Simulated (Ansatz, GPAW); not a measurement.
## NaH (001), 5 units in an electric field

How does NaH (001), 5 units screen a perpendicular field?

Main program and level: GPAW 26.7.0 and Ansatz 0.2.0; Ansatz plane waves; layer without images along its normal, relaxation of atoms and in-plane cell, in the first sound run; inputs show where later runs differ.

## (1) Set-up

The cell holds 10 atoms: 5 Na and 5 H. Cell: a = 3.451 Å, b = 3.451 Å, c = 25.760 Å, α = 90.0°, β = 90.0°, γ = 90.0°. It derives from NaH (rocksalt NaH). Vacuum lies along c.

## (2) Relaxation

The atoms are relaxed first, since the surface dipole, and with it the work function, follows the positions of the outer layers.

The input, input.yaml:

```yaml
crystal:
  lattice:
    - [3.45068109, 0.0, 0.0]
    - [0.0, 3.45068109, 0.0]
    - [0.0, 0.0, 25.76]
  atoms:
    - { symbol: Na, position: [0.5, 0.5, 0.3105590062] }
    - { symbol: H, position: [0.0, 0.0, 0.3105590062] }
    - { symbol: Na, position: [0.0, 0.0, 0.4052795031] }
    - { symbol: H, position: [0.5, 0.5, 0.4052795031] }
    - { symbol: Na, position: [0.5, 0.5, 0.5] }
    - { symbol: H, position: [0.0, 0.0, 0.5] }
    - { symbol: Na, position: [0.0, 0.0, 0.5947204969] }
    - { symbol: H, position: [0.5, 0.5, 0.5947204969] }
    - { symbol: Na, position: [0.5, 0.5, 0.6894409938] }
    - { symbol: H, position: [0.0, 0.0, 0.6894409938] }
  periodic: [true, true, false]
kpoints:
  mp_grid: { grid: [8, 8, 1] }
hamiltonian:
  xc: pbe
scf:
  occupations: { method: fermi_dirac, width: 0.05 }
relax:
  f_tol: 0.01
  max_steps: 90
  cell: {}
```

On the command line:

```sh
ansatz run input.yaml --threads 4 --pin off --max-ram 8192MiB --backend cpu --events-out ev --progress --plain --runs-dir out
```

Numbers of over 12 decimals in the logs are rounded to 6 here.

What it wrote:

```text
Warning: crystal.periodic: the lattice vector that does not repeat stood 0.000° off the slab's normal, 25.760 Å along it as the deck builds it. The run solves the slab on a vector along the normal, 43.320 Å long, with every atom where it was (on the deck's vector they left 16.00 Å outside them, and the widest stretch free of ions among them is 2.44 Å). A fractional position that the run reports is one of the run's ce [...]
crystal.periodic: the lattice vector that does not repeat stood 0.000° off the slab's normal, 25.760 Å along it as the deck builds it. The run solves the slab on a vector along the normal, 43.320 Å long, with every atom where it was (on the deck's vector they left 16.00 Å outside them, and the widest stretch free of ions among them is 2.44 Å). A fractional position that the run reports is one of the run's cell, which [...]
Engine: ansatz 0.2.0, aarch64-unknown-linux-gnu
Pseudopotentials: kind: paw
Pseudopotential: Na, paw, valence charge 9, recommended cutoff 420 eV (normal), Na.paw.azcp
Pseudopotential: H, paw, valence charge 1, recommended cutoff 420 eV (normal), H.paw.azcp
Functional definition: PBE
  parameter kappa = 0.804
  parameter beta = 0.066725
  exchange = pbe_x(kappa = kappa, mu = beta*pi^2/3)
  correlation = pbe_c(beta = beta)
Crystal: 10 atoms, lattice volume = 515.820 Å³
Basis set: ecut = 420 eV, 10045 PW (Γ), exchange–correlation on 48×48×600 points (8 copies of the dense FFT grid, shifted against one another)
Bands: 35, of which v1, the nominal top of the filled ones, is band 25 counted from 1 (24 counted from 0)
Symmetry: 16 space group operations
Space group: P4/mmm (ITA 123), of the structure as read, at distance tolerance 8.0e-5 Å
k-points: 15 of 64
Non-local potential: Na, projectors of the file, l = 0: 3, l = 1: 2, l = 2: 1
Non-local potential: H, projectors of the file, l = 0: 2, l = 1: 1
PAW form: soft (Blöchl's): semilocal exchange-correlation on the pseudo side does not see the compensation charge
PAW one-centre angular grid: Na, 110 points (default); XC on 64 Gauss nodes
PAW one-centre angular grid: H, 110 points (default); XC on 64 Gauss nodes
Initial density: superposition of atomic densities (neutral atoms: chi_scale 0, normalization atom), corrected by the library's trained network
Initial wavefunctions: pseudopotential atomic-orbital guess
Functional: x = pbe(κ = 0.804, μ = 0.219515), c = pbe(β = 0.066725)
SCF iter   1: F=—  HF=-7513.081492 eV  |F-HF|=—  |Δ(HF+E_count)|=         —  Δρ=4.18e-4  dr2=4.32e-3  ethr=1.77e-3  ⟨swp⟩=11.6  Hψ=3064  notcnv=0  defer=6
preconditioner: auto → Resta (q_TF=auto, 1.849 Å⁻¹)  ε∞=1.6  [insulator: Δε(μ)=3.191 eV  Ē_g=6.770 eV  σ=0.050 eV  W_gap=1.00  n_scr=44 (ndim 8)  ℏωp=5.2 eV  f_vac=0.696  D(μ)=0.00/eV (n_scr^D=0)  ε∞_Penn≈1.6  vacuum switching on, ρ_ref=3.3e-3 e/Å³]
SCF iter   2: F=—  HF=-7513.080952 eV  |F-HF|=—  |Δ(HF+E_count)|=   5.40e-4  Δρ=1.90e-4  dr2=3.48e-4  ethr=8.64e-6  ⟨swp⟩=2.3  Hψ=1106  notcnv=0  defer=43
SCF iter   3: F=—  HF=-7513.081399 eV  |F-HF|=—  |Δ(HF+E_count)|=   4.46e-4  Δρ=8.02e-5  dr2=4.49e-5  ethr=6.95e-7  ⟨swp⟩=2.1  Hψ=654  notcnv=0  defer=43
SCF iter   4: F=—  HF=-7513.081308 eV  |F-HF|=—  |Δ(HF+E_count)|=   9.04e-5  Δρ=3.07e-5  dr2=5.97e-6  ethr=8.98e-8  ⟨swp⟩=2.5  Hψ=761  notcnv=0  defer=45
SCF iter   5: F=—  HF=-7513.081320 eV  |F-HF|=—  |Δ(HF+E_count)|=   1.15e-5  Δρ=4.73e-6  dr2=1.28e-7  ethr=1.19e-8  ⟨swp⟩=2.0  Hψ=614  notcnv=0  defer=45
SCF iter   6: F=-7513.081320 eV  HF=-7513.081320 eV  |F-HF|=5.56e-8  |Δ(HF+E_count)|=   3.01e-7  Δρ=8.65e-7  dr2=3.10e-9  ethr=2.00e-10  ⟨swp⟩=4.4  Hψ=1511  notcnv=0
SCF 1 converged in 6 iterations: F = -7513.081320 eV  dr2 = 3.10e-9
  greatest PAW one-centre occupation: 0.999 electrons in one spin orbital (limit 2), on the Na atom at site 8 (counted from 0), in its partial waves of l = 0
relax step   1: F+E_penalty+E_count = -7513.08132006 eV  Δ(F+E_penalty+E_count) = +0.000e0 eV  max|allowed force component| = 8.387e-2 eV/Å  Δτ_max = 0.0000 Å  P = -1.876 N/m  Ω = 515.820 Å³  fix = [c, alpha, beta]  reactions: c +0.000 N/m  (6 SCF iters, dr2 threshold 1.00e-7 eV, accepted)
Crystal: 10 atoms, lattice volume = 500.157 Å³
Basis set: ecut = 420 eV, 9781 PW (Γ), exchange–correlation on 48×48×600 points (8 copies of the dense FFT grid, shifted against one another)
Initial density: handed on by an earlier stage of this run
Initial wavefunctions: those handed on with the density
iter 1 solved again at ethr=4.60e-5 eV; its pass at ethr=3.10e-3 eV (dr2=2.30e-2 eV) is discarded
SCF iter   1: F=—  HF=-7513.090260 eV  |F-HF|=—  |Δ(HF+E_count)|=         —  Δρ=1.94e-3  dr2=2.29e-2  ethr=4.60e-5  ⟨swp⟩=2.3  Hψ=2985  notcnv=0
preconditioner: auto → Resta (q_TF=auto, 1.859 Å⁻¹)  ε∞=1.5  [insulator: Δε(μ)=3.716 eV  Ē_g=7.111 eV  σ=0.050 eV  W_gap=1.00  n_scr=36 (ndim 8)  ℏωp=5.3 eV  f_vac=0.701  D(μ)=0.00/eV (n_scr^D=0)  ε∞_Penn≈1.5  vacuum switching on, ρ_ref=3.7e-3 e/Å³]
SCF iter   2: F=—  HF=-7513.089079 eV  |F-HF|=—  |Δ(HF+E_count)|=   1.18e-3  Δρ=8.57e-4  dr2=4.65e-3  ethr=4.59e-5  ⟨swp⟩=2.3  Hψ=744  notcnv=0
SCF iter   3: F=—  HF=-7513.090124 eV  |F-HF|=—  |Δ(HF+E_count)|=   1.05e-3  Δρ=1.24e-4  dr2=1.19e-4  ethr=9.31e-6  ⟨swp⟩=3.1  Hψ=805  notcnv=0
SCF iter   4: F=—  HF=-7513.090032 eV  |F-HF|=—  |Δ(HF+E_count)|=   9.20e-5  Δρ=2.86e-5  dr2=2.62e-6  ethr=2.38e-7  ⟨swp⟩=2.6  Hψ=817  notcnv=0  defer=5
SCF iter   5: F=-7513.090031 eV  HF=-7513.090031 eV  |F-HF|=1.84e-7  |Δ(HF+E_count)|=   1.56e-6  Δρ=7.30e-6  dr2=1.76e-7  ethr=2.00e-9  ⟨swp⟩=4.7  Hψ=1731  notcnv=0
SCF 2 converged in 5 iterations: F = -7513.090031 eV  dr2 = 1.76e-7
relax step   2: F+E_penalty+E_count = -7513.09003107 eV  Δ(F+E_penalty+E_count) = -8.711e-3 eV  max|allowed force component| = 2.250e-1 eV/Å  Δτ_max = 0.1427 Å  P = -0.492 N/m  Ω = 500.157 Å³  energy of the carried Pulay correction = +1.759e-3 eV  fix = [c, alpha, beta]  reactions: c +0.000 N/m  (5 SCF iters, dr2 threshold 1.00e-6 eV, accepted)
Crystal: 10 atoms, lattice volume = 498.335 Å³
Basis set: ecut = 420 eV, 9757 PW (Γ), exchange–correlation on 48×48×600 points (8 copies of the dense FFT grid, shifted against one another)
iter 1 solved again at ethr=2.33e-5 eV; its pass at ethr=3.10e-3 eV (dr2=1.17e-2 eV) is discarded
SCF iter   1: F=—  HF=-7513.120490 eV  |F-HF|=—  |Δ(HF+E_count)|=         —  Δρ=7.80e-4  dr2=1.13e-2  ethr=2.33e-5  ⟨swp⟩=2.1  Hψ=2479  notcnv=0
preconditioner: auto → Resta (q_TF=auto, 1.860 Å⁻¹)  ε∞=1.6  [insulator: Δε(μ)=3.404 eV  Ē_g=7.080 eV  σ=0.050 eV  W_gap=1.00  n_scr=36 (ndim 8)  ℏωp=5.3 eV  f_vac=0.697  D(μ)=0.00/eV (n_scr^D=0)  ε∞_Penn≈1.6  vacuum switching on, ρ_ref=3.6e-3 e/Å³]
SCF iter   2: F=—  HF=-7513.117040 eV  |F-HF|=—  |Δ(HF+E_count)|=   3.45e-3  Δρ=3.23e-4  dr2=9.47e-4  ethr=2.26e-5  ⟨swp⟩=2.2  Hψ=715  notcnv=0
SCF iter   3: F=—  HF=-7513.116924 eV  |F-HF|=—  |Δ(HF+E_count)|=   1.16e-4  Δρ=9.93e-5  dr2=6.40e-5  ethr=1.89e-6  ⟨swp⟩=2.0  Hψ=592  notcnv=0
SCF iter   4: F=—  HF=-7513.116979 eV  |F-HF|=—  |Δ(HF+E_count)|=   5.45e-5  Δρ=2.39e-5  dr2=6.71e-6  ethr=1.28e-7  ⟨swp⟩=2.0  Hψ=599  notcnv=0
SCF iter   5: F=-7513.116978 eV  HF=-7513.116977 eV  |F-HF|=2.79e-7  |Δ(HF+E_count)|=   1.21e-6  Δρ=4.05e-6  dr2=6.60e-8  ethr=2.00e-9  ⟨swp⟩=5.0  Hψ=1684  notcnv=0
SCF 3 converged in 5 iterations: F = -7513.116978 eV  dr2 = 6.60e-8
relax step   3: F+E_penalty+E_count = -7513.11697762 eV  Δ(F+E_penalty+E_count) = -2.695e-2 eV  max|allowed force component| = 3.820e-2 eV/Å  Δτ_max = 0.0634 Å  P = -0.501 N/m  Ω = 498.335 Å³  energy of the carried Pulay correction = +1.967e-3 eV  fix = [c, alpha, beta]  reactions: c +0.000 N/m  (5 SCF iters, dr2 threshold 1.00e-6 eV, accepted)
[...]
relax step   4: F+E_penalty+E_count = -7513.12081725 eV  Δ(F+E_penalty+E_count) = -3.840e-3 eV  max|allowed force component| = 9.034e-3 eV/Å  Δτ_max = 0.0211 Å  P = -0.187 N/m  Ω = 493.678 Å³  energy of the carried Pulay correction = +2.502e-3 eV  fix = [c, alpha, beta]  reactions: c +0.000 N/m  (5 SCF iters, dr2 threshold 1.61e-7 eV, accepted)
[...]
relax step   5: F+E_penalty+E_count = -7513.12224954 eV  Δ(F+E_penalty+E_count) = -1.432e-3 eV  max|allowed force component| = 6.843e-3 eV/Å  Δτ_max = 0.0310 Å  P = -0.017 N/m  Ω = 490.628 Å³  energy of the carried Pulay correction = +2.856e-3 eV  fix = [c, alpha, beta]  reactions: c +0.000 N/m  (6 SCF iters, dr2 threshold 2.24e-8 eV, accepted)
Initial wavefunctions: pseudopotential atomic-orbital guess (no wavefunctions were taken with the density)
iter 1 solved again at ethr=3.31e-7 eV; its pass at ethr=3.10e-3 eV (dr2=1.66e-4 eV) is discarded
SCF iter   1: F=—  HF=-7513.119846 eV  |F-HF|=—  |Δ(HF+E_count)|=         —  Δρ=5.25e-5  dr2=1.45e-6  ethr=3.31e-7  ⟨swp⟩=4.9  Hψ=4648  notcnv=0
preconditioner: auto → Resta (q_TF=auto, 1.865 Å⁻¹)  ε∞=1.6  [insulator: Δε(μ)=3.245 eV  Ē_g=7.017 eV  σ=0.050 eV  W_gap=1.00  n_scr=24 (ndim 8)  ℏωp=5.3 eV  f_vac=0.696  D(μ)=0.00/eV (n_scr^D=0)  ε∞_Penn≈1.6  vacuum switching on, ρ_ref=3.6e-3 e/Å³]
SCF iter   2: F=—  HF=-7513.119688 eV  |F-HF|=—  |Δ(HF+E_count)|=   1.58e-4  Δρ=2.62e-5  dr2=3.31e-7  ethr=2.89e-9  ⟨swp⟩=2.5  Hψ=856  notcnv=0
SCF iter   3: F=—  HF=-7513.119692 eV  |F-HF|=—  |Δ(HF+E_count)|=   4.21e-6  Δρ=3.70e-6  dr2=3.22e-8  ethr=6.61e-10  ⟨swp⟩=2.5  Hψ=647  notcnv=0
SCF iter   4: F=—  HF=-7513.119693 eV  |F-HF|=—  |Δ(HF+E_count)|=   7.40e-8  Δρ=7.15e-7  dr2=6.70e-10  ethr=6.44e-11  ⟨swp⟩=2.0  Hψ=600  notcnv=0
SCF iter   5: F=-7513.119693 eV  HF=-7513.119693 eV  |F-HF|=2.76e-10  |Δ(HF+E_count)|=   3.94e-9  Δρ=6.67e-8  dr2=6.57e-12  ethr=1.00e-12  ⟨swp⟩=5.3  Hψ=2727  notcnv=0
SCF 6 converged in 5 iterations: F = -7513.119693 eV  dr2 = 6.57e-12
relax step   6: F+E_penalty+E_count = -7513.11969257 eV  Δ(F+E_penalty+E_count) = +2.557e-3 eV  max|allowed force component| = 6.848e-3 eV/Å  Δτ_max = 0.0000 Å  P = -0.033 N/m  Ω = 490.628 Å³  fix = [c, alpha, beta]  reactions: c +0.000 N/m  stress off target by 3.30e-2 N/m on what of the cell is left free  SCF on the basis re-selected at this cell (its energy is not comparable with the rows above)  (5 SCF iters)
basis re-selected at this cell: Δ(F+E_penalty+E_count) = +2.557e-3 eV, ΔP = -0.016 N/m vs the last step (what re-selecting the basis moved, of the pressure what is left beyond the Pulay correction that the steps carried, after the strain that the cell walked since its last selection, with what the two solves' SCF thresholds leave and, on support functions, any second-order correction that the steps lacked; it is no m [...]
SCF converged after 5 iterations
Free energy (F): -7513.119693 eV
Harris-Foulkes:  -7513.119693 eV  (|F-HF|=2.76e-10)
Internal energy: -7513.119693 eV  (E = F + TS)
E sigma→0 (E₀):  -7513.119693 eV
Fermi energy:    -2.541706 eV
--- Per-component energies (eV) ---
  E_band       = -1397.837507
  E_kinetic    = 670.599124
  E_local      = -143436.072551  (includes V_loc(G=0)·N_el)
  E_nonlocal   = 582.725866
  E_hartree    = 70647.928573
  E_xc         = -240.692662
  E_vxc        = -309.543345  (∫ρ·V_xc dr)
  E_paw        = -1317.802841  (= ΣΔE_a)
  E_vpaw       = -201.399309  (= ΣTr[D̂ρ^β])
  E_aug_tail   = -0.004720  (compensation charges beyond the density's cutoff)
  E_ewald      = 65580.199518
  E_smearing   = -0.000000  (= −TS)
  E_closure    = -0.000000  (closes the sum)
  Σ components = -7513.119693   (vs F -7513.119693, Δ=0.00e0)
--- Forces (eV/Å), atoms counted from 1 ---
  atom   1  Na    -0.00000000     0.00000000    -0.00265895
  atom   2  H     -0.00000000     0.00000000     0.00231463
  atom   3  Na     0.00000000     0.00000000    -0.00684829
  atom   4  H      0.00000000     0.00000000     0.00054036
  atom   5  Na     0.00000000     0.00000000     0.00000000
  atom   6  H     -0.00000000    -0.00000000     0.00000000
  atom   7  Na     0.00000000     0.00000000     0.00684829
  atom   8  H      0.00000000     0.00000000    -0.00054036
  atom   9  Na    -0.00000000     0.00000000     0.00265895
  atom  10  H      0.00000000     0.00000000    -0.00231463
  max |Σ_I F_I| component: 4.34e-19 eV/Å
--- 2D stress c σ (N/m, compression-positive) ---
       -0.033012       0.000000       0.000000
        0.000000      -0.033012       0.000000
        0.000000       0.000000       0.000000
  P = ½ c Tr σ = -0.0330 N/m
--- Relaxed structure (5 steps of the walk, 5 accepted, 1 SCFs on fresh bases) ---
  F+E_penalty+E_count = -7513.11969257 eV   max|allowed force component| = 6.848e-3 eV/Å   (the final SCF, on the basis selected at the relaxed cell)
  cell:  # Å, volume = 490.6285 Å³
    - [3.365365, 0, 0.0]
    - [0, 3.365365, 0.0]
    - [0.0, 0.0, 43.320000001152]
  atoms:
    - { symbol: Na, position: [0.500000, 0.500000, 0.185321] }
    - { symbol: H, position: [0, 0, 0.184806] }
    - { symbol: Na, position: [0, 0, 0.241179] }
    - { symbol: H, position: [0.500000, 0.500000, 0.241184] }
    - { symbol: Na, position: [0.500000, 0.500000, 0.297322] }
    - { symbol: H, position: [0, 0, 0.297322] }
    - { symbol: Na, position: [0, 0, 0.353466] }
    - { symbol: H, position: [0.500000, 0.500000, 0.353460] }
    - { symbol: Na, position: [0.500000, 0.500000, 0.409324] }
    - { symbol: H, position: [0, 0, 0.409839] }
```

Wall time 17 s (4 threads of Arm Neoverse V1, shared host); peak memory 0.92 GiB; 61 s of CPU time.

Relaxation path:

| step | energy less that of the first step (eV) | largest force component (eV/Å) | volume (Å³) |
| --- | --- | --- | --- |
| 1 | 0.0000 | 0.0839 | 515.82 |
| 2 | -0.0087 | 0.2250 | 500.16 |
| 3 | -0.0357 | 0.0382 | 498.34 |
| 4 | -0.0395 | 0.0090 | 493.68 |
| 5 | -0.0409 | 0.0068 | 490.63 |
| 6* | -0.0384 | 0.0068 | 490.63 |

Relaxation steps marked * repeat the geometry before them on a plane-wave basis chosen anew for their cell, so energy and pressure can jump there.

The run keeps the 16 symmetry operations that it works with, so distortions that break them were not tested.

| cell as run | before | after | change |
| --- | --- | --- | --- |
| a (Å) | 3.451 | 3.365 | -2.5 % |
| b (Å) | 3.451 | 3.365 | -2.5 % |

The atoms that moved most (Å, along periodic axes as changes of fractional coordinates times the final cell, across vacuum about the mean position):

| atom | dx | dy | dz | length |
| --- | --- | --- | --- | --- |
| Na1 | 0.000 | 0.000 | 0.028 | 0.028 |
| Na9 | 0.000 | 0.000 | -0.028 | 0.028 |
| H4 | 0.000 | 0.000 | 0.008 | 0.008 |
| H8 | 0.000 | 0.000 | -0.008 | 0.008 |
| Na7 | 0.000 | 0.000 | -0.008 | 0.008 |
| Na3 | 0.000 | 0.000 | 0.008 | 0.008 |
| H2 | 0.000 | 0.000 | 0.006 | 0.006 |
| H10 | 0.000 | 0.000 | -0.006 | 0.006 |

This step gave:

| Quantity | Value |
| --- | --- |
| free energy | -7513.1197 eV |
| gap by band count | 3.246 eV |
| symmetry operations | 16 |

The relaxation lowered the energy of the cell by 0.0384 eV.

## (3) The slab's potential

With the geometry fixed, the planar mean of the potential gives the vacuum level on each side.

This step: GPAW, PAW setups; slab in vacuum (GPAW 26.7.0).

The cell differs from the one that the last finished run ended in (c 43.320 → 25.748 Å).

The input, run.py:

```python
import json
import numpy as np
from ase import Atoms
from gpaw import GPAW, PW

slab = Atoms(
    ['Na', 'H', 'Na', 'H', 'Na', 'H', 'Na', 'H', 'Na', 'H'],
    positions=[
        [1.68268, 1.68268, 8.02229],
        [0.00000, 0.00000, 8.00000],
        [0.00000, -0.00000, 10.44206],
        [1.68268, 1.68268, 10.44232],
        [1.68268, 1.68268, 12.87421],
        [0.00000, 0.00000, 12.87421],
        [0.00000, -0.00000, 15.30636],
        [1.68268, 1.68268, 15.30610],
        [1.68268, 1.68268, 17.72612],
        [0.00000, 0.00000, 17.74842]],
    cell=[[3.36536, -0.0, 0.0], [-0.0, 3.36536, 0.0], [0.0, 0.0, 25.7484]],
    pbc=[True, True, False])

slab.calc = GPAW(mode=PW(500), xc='PBE', kpts={'size': (8, 8, 1), 'gamma': True},
                 occupations={'name': 'fermi-dirac', 'width': 0.05}, nbands='140%',
                 convergence={'density': 1e-05}, maxiter=200,
                 poissonsolver={'dipolelayer': 'xy'},
                 symmetry={'tolerance': 1e-3}, txt='slab.txt')
result = {}
energy = slab.get_potential_energy()
fermi = slab.calc.get_fermi_level()
v = slab.calc.get_electrostatic_potential().mean((0, 1)) - fermi
n = slab.calc.get_pseudo_density().mean((0, 1))
L = slab.cell[2, 2]
z = np.arange(len(v)) * L / len(v)
low, high = slab.positions[:, 2].min(), slab.positions[:, 2].max()
below, above = np.interp([low - 5.8, high + 5.8], z, v)
slopes = [np.interp(x, z, np.gradient(v, z)) for x in (low - 5.8, high + 5.8)]
eps = np.array([[slab.calc.get_eigenvalues(k, s) for k in range(len(slab.calc.get_ibz_k_points()))]
                for s in range(slab.calc.get_number_of_spins())]) - fermi
top, bottom = eps[eps < 0].max(), eps[eps > 0].min()
dipole = slab.get_dipole_moment()[2]
print(f'energy {energy:.4f} eV, Fermi level {fermi:.4f} eV, dipole {dipole:.5f} e A')
print(f'potential 5.8 A off the faces, from the Fermi level: lower {below:.4f} eV, upper {above:.4f} eV')
print(f'slope of the potential there: lower {slopes[0]:.5f}, upper {slopes[1]:.5f} eV/A')
print(f'nearest levels on the mesh: {top:.4f} and {bottom:.4f} eV')
print('magnetic moment', round(slab.get_magnetic_moment(), 3))
result.update(energy=energy, fermi=fermi, dipole=dipole, below=below, above=above, slopes=slopes, edges=[top, bottom],
              z=z.tolist(), v=v.tolist(), n=n.tolist(), positions=slab.positions.tolist(),
              forces=slab.get_forces(apply_constraint=False).tolist(), moments=slab.get_magnetic_moments().tolist())
json.dump(result, open('result.json', 'w'))
```

On the command line:

```sh
OMP_NUM_THREADS=1 OPENBLAS_NUM_THREADS=1 python run.py
```

What it wrote:

```text
energy -25.1854 eV, Fermi level -1.4116 eV, dipole -0.00000 e A
potential 5.8 A off the faces, from the Fermi level: lower 2.9837 eV, upper 2.9818 eV
slope of the potential there: lower -0.00020, upper 0.00020 eV/A
nearest levels on the mesh: -1.1922 and 2.0659 eV
magnetic moment 0.0
```

Elapsed: 57 s, on 1 thread; peak memory 0.27 GiB.

This step gave:

```
dipole along the normal                    : -4.76e-6 e·Å
levels nearest the Fermi level on the mesh : -1.192, 2.066 eV from the Fermi level
upper work function                        : 2.982 eV
lower work function                        : 2.984 eV
upper ionisation energy                    : 4.174 eV
```

Table of electrostatic potential energy of an electron (without an applied field's), less the Fermi level, planar mean by z:

| z (Å) | electrostatic potential energy of an electron (without an applied field's), less the Fermi level, planar mean (eV) |
| --- | --- |
| 0.0 | 2.98 |
| 0.5 | 2.98 |
| 1.0 | 2.98 |
| 1.5 | 2.98 |
| 2.0 | 2.98 |
| 2.5 | 2.98 |
| 3.0 | 2.98 |
| 3.5 | 2.98 |
| 4.0 | 2.98 |
| 4.5 | 2.98 |
| 5.0 | 2.98 |
| 5.5 | 2.96 |
| 6.0 | 2.90 |
| 6.5 | 2.69 |
| 7.0 | 2.02 |
| 7.5 | -0.283 |
| 8.0 | -4.21 |
| 8.5 | -0.536 |
| 9.0 | 1.74 |
| 9.5 | 1.67 |
| 10.0 | -0.853 |
| 10.5 | -4.08 |
| 11.0 | 0.0150 |
| 11.5 | 1.85 |
| 12.0 | 1.50 |
| 12.5 | -1.45 |
| 13.0 | -3.68 |
| 13.5 | 0.441 |
| 14.0 | 1.92 |
| 14.5 | 1.29 |
| 15.0 | -2.08 |
| 15.5 | -3.12 |
| 16.0 | 0.819 |
| 16.5 | 1.95 |
| 17.0 | 0.979 |
| 17.5 | -2.77 |
| 18.0 | -2.51 |
| 18.5 | 1.22 |
| 19.0 | 2.46 |
| 19.5 | 2.82 |
| 20.0 | 2.93 |
| 20.5 | 2.97 |
| 21.0 | 2.98 |
| 21.5 | 2.98 |
| 22.0 | 2.98 |
| 22.5 | 2.98 |
| 23.0 | 2.98 |
| 23.5 | 2.98 |
| 24.0 | 2.98 |
| 24.5 | 2.98 |
| 25.0 | 2.98 |
| 25.5 | 2.98 |

The pseudo valence density, planar mean oscillates, so the rows of the table below give means over windows of 2.48 Å about each position, cut where the curve ends. Its maxima inside the range that stand out by 2 % of the span (Å: e/Å³): 8.0: 0.873, 10.5: 0.862, 13.0: 0.826, 15.3: 0.862, 17.7: 0.873. Its minima: 9.2: 0.0409, 11.6: 0.0396, 14.1: 0.0396, 16.6: 0.0409.

Pseudo valence density, planar mean against z; means over each step:

z (Å), pseudo valence density, planar mean (e/Å³) and a bar:
```
     3.72      0.000 
     6.20      0.019 ##
     8.68      0.289 ##############################
    11.16      0.290 ##############################
    13.64      0.291 ##############################
    16.12      0.294 ##############################
    18.60      0.242 #########################
    21.08      0.000 
    23.56      0.000
```

The layer is gapped, so the Fermi level lies somewhere inside the gap, set by smearing and numerics, and these work functions are no property of the material; the band edges below the vacuum level are. The potential is flat to 2.0e-4 eV/Å where it is read, so the vacuum is wide enough. The geometry is the other program's minimum; here the largest force on a free atom is 0.0072 eV/Å.

[end of part 1 of 2]

[Logs are printed without paths, hosts, clocks, repeated set-up lines and the standing remarks that a program may print on its own settings, such as how far it seeks lower states.]

[Hosts, paths, dates, database ids (printed as entryN), source tags and the programs' standing remarks are cut or masked in the printed files.]
